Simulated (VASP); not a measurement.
All values below come from LDA (Ceperley-Alder, Perdew-Zunger), VASP's LDA PAW potentials (set 64) (plane waves; VASP).

Input for VASP

**INCAR**
```
SYSTEM = LaAlO3
PREC = Accurate
ENCUT = 520
EDIFF = 1E-7
NELM = 100
ALGO = Normal
LREAL = .FALSE.
LASPH = .TRUE.
ISMEAR = 0
SIGMA = 0.05
LMAXMIX = 6
LWAVE = .FALSE.
LCHARG = .FALSE.
ISIF = 2
```

KPOINTS:
```
Automatic mesh
0
Gamma
6 6 6
0 0 0
```

POSCAR:
```
LaAlO3
3.6651450
  1.0000000848   0.0000000000   0.0000000000
  0.0000000000   1.0000000848   0.0000000000
  0.0000000000   0.0000000000   1.0000000848
La Al O
1 1 3
Cart
  0.0000000000   0.0000000000   0.0000000000
  0.5000000424   0.5000000424   0.5000000424
  0.5000000424   0.0000000000   0.5000000424
  0.0000000000   0.5000000424   0.5000000424
  0.5000000424   0.5000000424   0.0000000000
```

POTCAR, in this order: La Al O (LDA.64 set). Program: vasp_std.

The resulting files:

OUTCAR:
```
 ion  position               nearest neighbor table
   1  0.000  0.000  0.000-   3 2.59   4 2.59   5 2.59   3 2.59   4 2.59   4 2.59   5 2.59   4 2.59
                             3 2.59   5 2.59   3 2.59   5 2.59   2 3.17   2 3.17   2 3.17   2 3.17
   2  0.500  0.500  0.500-   3 1.83   4 1.83   5 1.83   5 1.83   3 1.83   4 1.83   1 3.17   1 3.17
                             1 3.17   1 3.17   1 3.17   1 3.17   1 3.17   1 3.17
   3  0.500  0.000  0.500-   2 1.83   2 1.83   1 2.59   1 2.59   1 2.59   1 2.59
   4  0.000  0.500  0.500-   2 1.83   2 1.83   1 2.59   1 2.59   1 2.59   1 2.59
   5  0.500  0.500  0.000-   2 1.83   2 1.83   1 2.59   1 2.59   1 2.59   1 2.59
  LATTYP: Found a simple cubic cell.
 ALAT       =     3.6651453107
 Subroutine PRICEL returns:
 Original cell was already a primitive cell.
 Subroutine GETGRP returns: Found 48 space group operations
The static configuration has the point symmetry O_h .
The dynamic configuration has the point symmetry O_h .
 Subroutine INISYM returns: Found 48 space group operations
 Subroutine IBZKPT returns following result:
 Found     20 irreducible k-points:

 Following reciprocal coordinates:
            Coordinates               Weight
  0.000000  0.000000  0.000000      1.000000
  0.166667  0.000000  0.000000      6.000000
  0.333333  0.000000  0.000000      6.000000
  0.500000  0.000000  0.000000      3.000000
...
```

File OSZICAR:
```
       N       E                     dE             d eps       ncg     rms          rms(c)
DAV:   1     0.297913024917E+03    0.29791E+03   -0.14147E+04   920   0.249E+03
DAV:   2     0.326411634250E+02   -0.26527E+03   -0.24193E+03   952   0.384E+02
DAV:   3    -0.434726908406E+02   -0.76114E+02   -0.73529E+02  1224   0.191E+02
DAV:   4    -0.483931516853E+02   -0.49205E+01   -0.49052E+01  1244   0.512E+01
DAV:   5    -0.487311897533E+02   -0.33804E+00   -0.33777E+00  1264   0.121E+01    0.132E+01
DAV:   6    -0.443031409224E+02    0.44280E+01   -0.28235E+01  1196   0.357E+01    0.527E+00
DAV:   7    -0.443012335758E+02    0.19073E-02   -0.11788E+00  1392   0.930E+00    0.271E+00
DAV:   8    -0.442591284417E+02    0.42105E-01   -0.11837E-01  1268   0.371E+00    0.522E-01
DAV:   9    -0.442548537510E+02    0.42747E-02   -0.22826E-02  1256   0.119E+00    0.161E-01
DAV:  10    -0.442549852175E+02   -0.13147E-03   -0.15419E-03  1288   0.309E-01    0.506E-02
DAV:  11    -0.442549813266E+02    0.38909E-05   -0.10265E-04  1384   0.960E-02    0.202E-02
DAV:  12    -0.442549784531E+02    0.28735E-05   -0.26117E-05  1288   0.497E-02    0.473E-03
DAV:  13    -0.442549785594E+02   -0.10628E-06   -0.11729E-06  1132   0.826E-03    0.124E-03
DAV:  14    -0.442549785338E+02    0.25620E-07   -0.17815E-07   768   0.423E-03
   1 F= -.44254979E+02 E0= -.44254979E+02  d E =-.348850E-20
```

File OUTCAR:
```
------------------------ aborting loop because EDIFF is reached ----------------------------------------
  FORCE on cell =-STRESS in cart. coord.  units (eV):
  Direction    XX          YY          ZZ          XY          YZ          ZX
  --------------------------------------------------------------------------------------
  Total        4.7861876      4.7861876      4.7861876      0.0000000      0.0000000     -0.0000000
  in kB      155.7495152    155.7495152    155.7495152      0.0000000      0.0000000     -0.0000000
  external PRESSURE =     155.7495152 kB  Pullay stress =       0.0000000 kB
  volume of cell :       49.23
      direct lattice vectors                 reciprocal lattice vectors
     3.665145311  0.000000000  0.000000000     0.272840478  0.000000000  0.000000000
     0.000000000  3.665145311  0.000000000     0.000000000  0.272840478  0.000000000
     0.000000000  0.000000000  3.665145311     0.000000000  0.000000000  0.272840478
 POSITION                                       TOTAL-FORCE (eV/Angst)
 -----------------------------------------------------------------------------------
      0.00000      0.00000      0.00000         0.000000      0.000000      0.000000
      1.83257      1.83257      1.83257         0.000000      0.000000      0.000000
      1.83257      0.00000      1.83257         0.000000      0.000000      0.000000
      0.00000      1.83257      1.83257         0.000000      0.000000      0.000000
      1.83257      1.83257      0.00000         0.000000      0.000000      0.000000
 -----------------------------------------------------------------------------------
    total drift:                                0.000000      0.000000      0.000000
  FREE ENERGIE OF THE ION-ELECTRON SYSTEM (eV)
  ---------------------------------------------------
  free  energy   TOTEN  =       -44.2549785338 eV

  energy  without entropy=      -44.2549785338  energy(sigma->0) =      -44.25497853
```
(Selected blocks of OUTCAR.)

OUTCAR:
```
 val. band max:        8.9533525326   @ k =   0.0000   0.0000   0.0000

 cond. band min:      12.5335467936   @ k =   0.0000   0.0000   0.0000


 Fermi energy:         9.2666544634

 k-point     1 :       0.0000    0.0000    0.0000
  band No.  band energies     occupation
      1     -20.9429      2.00000
      2      -9.3459      2.00000
      3      -6.9883      2.00000
      4      -6.9883      2.00000
      5      -4.6170      2.00000
      6      -4.6170      2.00000
      7      -4.6170      2.00000
      8       4.3003      2.00000
      9       4.3003      2.00000
     10       4.3003      2.00000
     11       7.2584      2.00000
     12       7.2584      2.00000
     13       7.2584      2.00000
     14       8.9534      2.00000
     15       8.9534      2.00000
     16       8.9534      2.00000
     17      12.5335      0.00000
     18      12.5335      0.00000
     19      14.0358      0.00000
     20      14.3529      0.00000

 k-point     2 :       0.1667    0.0000    0.0000
  band No.  band energies     occupation
      1     -20.9023      2.00000
      2      -9.4778      2.00000
      3      -7.3679      2.00000
      4      -6.9640      2.00000
      5      -4.5464      2.00000
      6      -4.5464      2.00000
      7      -4.0878      2.00000
      8       4.1950      2.00000
      9       4.1950      2.00000
     10       4.2948      2.00000
     11       6.8235      2.00000
     12       7.0682      2.00000
     13       7.0682      2.00000
     14       8.3864      2.00000
     15       8.7257      2.00000
     16       8.7257      2.00000
     17      12.9729      0.00000
     18      13.1418      0.00000
     19      13.9548      0.00000
     20      14.2547      0.00000

 k-point     3 :       0.3333    0.0000    0.0000
  band No.  band energies     occupation
      1     -20.8190      2.00000
      2      -9.8282      2.00000
      3      -7.7133      2.00000
      4      -6.9148      2.00000
      5      -4.3972      2.00000
...
```

The compound is LaAlO3 in the cubic perovskite structure, the ideal cubic form; the compound distorts at low or room temperature. This cell is one point of a volume scan, at 0.94 of the reference volume.
